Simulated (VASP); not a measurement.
# Si (Fd-3m) in VASP: a series of runs

One crystal, Si, is run at these levels: r2SCAN; tasks: single point, relaxation of cell and atoms.

All numbers are computed with VASP 6.6.1; they aren't measurements. Logs are shortened: lines on timing, memory, paths and dates and some standing lists are left out, and cuts for length are marked.

## Step 1: Starting point

It takes space group Fd-3m (No. 227, cubic). Conventional cell: a = 5.444 Å, b = 5.444 Å, c = 5.444 Å, α = 90.00°, β = 90.00°, γ = 90.00°. Si (site symmetry -43m) has 4 Si at 2.36 Å as nearest neighbours.

## Step 2: Single point, r2SCAN

POSCAR reads:

```
Si
1.0
    0.0000000000      2.7221156830      2.7221156830
    2.7221156830      0.0000000000      2.7221156830
    2.7221156830      2.7221156830      0.0000000000
Si
2
Direct
    0.7500000000      0.7500000000      0.7500000000
    0.5000000000      0.5000000000      0.5000000000
```

INCAR.step1 reads:

```
SYSTEM = Si
PREC     = Accurate       ! precision mode
ENCUT    = 520            ! plane-wave cutoff, eV
ISMEAR   = 0              ! smearing method
SIGMA    = 0.02           ! smearing width, eV
LREAL    = .FALSE.        ! projectors in reciprocal space
LASPH    = .TRUE.         ! aspherical terms in the spheres
NELM     = 100            ! most SCF steps
NBANDS   = 11             ! bands
GGA      = PE             ! functional
ALGO     = Normal         ! electronic algorithm
EDIFF    = 1E-4           ! SCF threshold, eV
LWAVE    = .TRUE.         ! write WAVECAR
LCHARG   = .FALSE.        ! write CHGCAR
```

INCAR.step2 reads:

```
SYSTEM = Si
PREC     = Accurate       ! precision mode
ENCUT    = 520            ! plane-wave cutoff, eV
EDIFF    = 1E-7           ! SCF threshold, eV
ISMEAR   = 0              ! smearing method
SIGMA    = 0.02           ! smearing width, eV
LREAL    = .FALSE.        ! projectors in reciprocal space
LASPH    = .TRUE.         ! aspherical terms in the spheres
NELM     = 100            ! most SCF steps
ALGO     = Normal         ! electronic algorithm
ISIF     = 2              ! what is computed and relaxed
LWAVE    = .FALSE.        ! write WAVECAR
LCHARG   = .FALSE.        ! write CHGCAR
METAGGA  = R2SCAN         ! meta-GGA
LMIXTAU  = .TRUE.       
NBANDS   = 11             ! bands
ISTART   = 1
```

KPOINTS reads:

```
regular mesh
0
G
  8 8 8
  0 0 0
```

Potentials or basis: VASP PAW PBE potentials, release 64 (Si).

Launch:

```
$ cat potpaw_PBE.64/Si/POTCAR > POTCAR
$ cp INCAR.step1 INCAR
$ mpirun -np 1 vasp_std > vasp.out
$ cp INCAR.step2 INCAR
$ mpirun -np 1 vasp_std > vasp.out
```

OUTCAR:

```text
SYSTEM = Si
   PREC = Accurate
   ENCUT = 520
   EDIFF = 1E-7
   ISMEAR = 0
   LREAL = .FALSE.
   LASPH = .TRUE.
   NELM = 100
   ISIF = 2
   METAGGA = R2SCAN
   ISTART = 1

 ion  position               nearest neighbor table
   1  0.750  0.750  0.750-   2 2.36   2 2.36   2 2.36   2 2.36
   2  0.500  0.500  0.500-   1 2.36   1 2.36   1 2.36   1 2.36

  LATTYP: Found a face centered cubic cell.
 ALAT       =     5.4442313660

  Lattice vectors:

 A1 = (   0.0000000000,   2.7221156830,   2.7221156830)
 A2 = (   2.7221156830,   0.0000000000,   2.7221156830)
 A3 = (   2.7221156830,   2.7221156830,   0.0000000000)

Analysis of symmetry for initial positions (statically):
=====================================================================
 Subroutine PRICEL returns:
 Original cell was already a primitive cell.

 Routine SETGRP: Setting up the symmetry group for a
 face centered cubic supercell.

 Subroutine GETGRP returns: Found 48 space group operations
 (whereof 24 operations were pure point group operations)
 out of a pool of 48 trial point group operations.

The static configuration has the point symmetry T_d .
 The point group associated with its full space group is O_h .

Analysis of symmetry for dynamics (positions and initial velocities):
=====================================================================
 Subroutine PRICEL returns:
 Original cell was already a primitive cell.

 Routine SETGRP: Setting up the symmetry group for a
 face centered cubic supercell.

 Subroutine GETGRP returns: Found 48 space group operations
 (whereof 24 operations were pure point group operations)
 out of a pool of 48 trial point group operations.

The dynamic configuration has the point symmetry T_d .
 The point group associated with its full space group is O_h .

 Subroutine INISYM returns: Found 48 space group operations
 (whereof 24 operations are pure point group operations),
 and found     1 'primitive' translations

----------------------------------------------------------------------------------------

                                     Primitive cell

  volume of cell :      40.3413

  direct lattice vectors                    reciprocal lattice vectors
     0.000000000  2.722115683  2.722115683    -0.183680658  0.183680658  0.183680658
     2.722115683  0.000000000  2.722115683     0.183680658 -0.183680658  0.183680658
     2.722115683  2.722115683  0.000000000     0.183680658  0.183680658 -0.183680658

  length of vectors
[... 91 lines left out ...]
   TEBEG  =    0.0;   TEEND  =   0.0 temperature during run
   PSTRESS=    0.0 pullay stress
   NELECT =       8.0000    total number of electrons
   NUPDOWN=      -1.0000    fix difference up-down
   EMIN   =  10.00;   EMAX   =-10.00  energy-range for DOS
   EFERMI =   0.00;   METHOD = LEGACY
   ISMEAR =     0;   SIGMA  =   0.02  broadening in eV -4-tet -1-fermi 0-gaus
   EFERMI_NEDOS =   21; number of points for ismear=-14 and -15
   IALGO  =     38    algorithm
   IMIX   =      4    mixing-type and parameters
     AMIX     =   0.40;   BMIX     =  1.00
     AMIX_MAG =   1.60;   BMIX_MAG =  1.00
  volume/ion in A,a.u.               =      20.17       136.12
  Fermi-wavevector in a.u.,A,eV,Ry     =   0.954674  1.804072 12.400373  0.911402
  Thomas-Fermi vector in A             =   2.083442
   LORBIT       =      0    0 simple, 1 ext, 2 COOP (PROOUT), +10 PAW based schemes
   METAGGA = R2SCAN    functional components
   LHFCALC =     F    Hartree Fock is set to
   AEXX    =    0.0000 exact exchange contribution
   IVDW    =     0    specifies the selected vdW correction
   LEPSILON=     F    determine dielectric tensor
   LRPA    =     F    only Hartree local field effects (RPA)
 non-spin polarized calculation
 Gauss-broadening in eV      SIGMA  =   0.02
  energy-cutoff  :      520.00
  volume of cell :       40.34
 maximum number of plane-waves:      1106
 NGX is ok and might be reduce to    30
   NGX = 15   NGY = 15   NGZ = 15

 number of electron       8.0000001 magnetization

 Free energy of the ion-electron system (eV)
  ---------------------------------------------------
  ext. energy  EPLUGINS =         0.00000000
  ---------------------------------------------------
  free energy    TOTEN  =       -17.54714062 eV

  energy without entropy =      -17.54714062  energy(sigma->0) =      -17.54714062

 E-fermi :   5.8196     XC(G=0):  -9.8249

 val. band max:        5.6630812802   @ k =   0.0000   0.0000   0.0000
 cond. band min:       6.4886960703   @ k =   0.3750   0.3750   0.0000
 fundamental gap:      0.8256147901
 Fermi energy:         5.8195889477

 k-point     1 :       0.0000    0.0000    0.0000
  band No.  band energies     occupation
      1      -6.8103      2.00000
      2       5.6631      2.00000
      3       5.6631      2.00000
      4       5.6631      2.00000
      5       8.4179      0.00000
      6       8.4179      0.00000
      7       8.4179      0.00000
      8       9.5604      0.00000
      9      13.7857      0.00000
     10      13.7857      0.00000
     11      14.3312      0.00000
[... 309 lines left out ...]
 k-point    24 :      -0.3750    0.2500    0.1250
  band No.  band energies     occupation
      1      -3.8115      2.00000
      2      -1.3828      2.00000
      3       2.0959      2.00000
      4       3.4098      2.00000
      5       9.0402      0.00000
      6       9.0751      0.00000
      7      11.9811      0.00000
      8      13.2530      0.00000
      9      13.5717      0.00000
     10      16.8929      0.00000
     11      18.0904      0.00000

 [... further k-points ...]

------------------------ aborting loop because EDIFF is reached ----------------------------------------

  FORCE on cell =-STRESS in cart. coord.  units (eV):
  Direction    XX          YY          ZZ          XY          YZ          ZX
  --------------------------------------------------------------------------------------
  -------------------------------------------------------------------------------------
  Total       -0.0596113     -0.0596113     -0.0596113     -0.0000000     -0.0000000      0.0000000
  in kB       -2.3674976     -2.3674976     -2.3674976     -0.0000000     -0.0000000      0.0000000
  external PRESSURE =      -2.3674976 kB  Pullay stress =       0.0000000 kB

 VOLUME and BASIS-vectors are now :
 -----------------------------------------------------------------------------
  energy-cutoff  :      520.00
  volume of cell :       40.34
      direct lattice vectors                 reciprocal lattice vectors
     0.000000000  2.722115683  2.722115683    -0.183680658  0.183680658  0.183680658
     2.722115683  0.000000000  2.722115683     0.183680658 -0.183680658  0.183680658
     2.722115683  2.722115683  0.000000000     0.183680658  0.183680658 -0.183680658

 POSITION                                       TOTAL-FORCE (eV/Angst)
 -----------------------------------------------------------------------------------
      4.08317      4.08317      4.08317        -0.000000      0.000000     -0.000000
      2.72212      2.72212      2.72212         0.000000     -0.000000      0.000000
 -----------------------------------------------------------------------------------
    total drift:                                0.000000     -0.000000     -0.000000

  FREE ENERGIE OF THE ION-ELECTRON SYSTEM (eV)
  ---------------------------------------------------
  free  energy   TOTEN  =       -17.5471406234 eV

  energy  without entropy=      -17.5471406234  energy(sigma->0) =      -17.54714062
```

Run time: 35 s. Hardware: 1 thread of Intel Xeon Platinum 8559C (Emerald Rapids), shared host; peak memory 0.16 GiB.

Results:

```yaml
Free_energy: -17.5471 eV
Pressure: -0.2 GPa
Band_gap_on_the_k_mesh: 0.83 eV, indirect (least direct gap 2.75 eV)
```

Levels at points of the mesh, in eV from the valence-band top:
```tsv
k point	band 2	band 3	band 4	band 5	band 6	band 7
(0.00, 0.00, 0.00)	0.00	0.00	0.00	2.75	2.75	2.75
(0.50, 0.00, 0.00)	-7.23	-1.27	-1.27	1.86	3.59	3.59
(0.50, 0.50, 0.00)	-8.13	-2.99	-2.99	0.93	0.93	10.81
```

Caveat: the PAW data sets were made with another functional, which shifts forces and pressure a little. r2SCAN opens gaps a little over a GGA but as a rule still falls short of measured ones.

[end of part 1 of 2]
